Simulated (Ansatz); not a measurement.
**AlCu in Ansatz: the effect of functional**

Crystal: AlCu.

```
CELL_PARAMETERS angstrom
2.99751 0.00000 0.00000
0.00000 2.99751 0.00000
0.00000 0.00000 2.99751
ATOMIC_POSITIONS crystal
Cu 0.50000 0.50000 0.50000
Al 0.00000 0.00000 0.00000
```

The cell comes from a database or a generator and needn't be the stable form of this composition.

Alike in all runs:

```yaml
Program: Ansatz 0.2.0
Task: projected density of states
Potentials_or_basis: Ansatz PAW
k_mesh: 5 × 5 × 5
Occupations: fermi-dirac, width 0.05 eV
Spin: no spin polarisation
```

```csv
functional,cutoff,pressure (GPa)
LDA,420 eV (not typed: the program's choice for these potentials),-5.1
PBEsol,420 eV (not typed: the program's choice for these potentials),-1.4
r2SCAN,500 eV (not typed: the program's choice for these potentials),-1.9
HSE06,420 eV (not typed: the program's choice for these potentials),2.6
PBE0,420 eV (not typed: the program's choice for these potentials),2.7
r2SCAN0,500 eV (not typed: the program's choice for these potentials),?
```

Task: What does the run with functional r2SCAN0 give?

Result: Pressure 0.0 GPa.

Caveats: all runs use coarse meshes; the PAW data sets come from PBE, with cores solved anew for the run's functional, which leaves a small shift of forces and pressure; the density of states is complete only up to the lowest level of the last band computed; the thresholds are loose for stress (some runs).
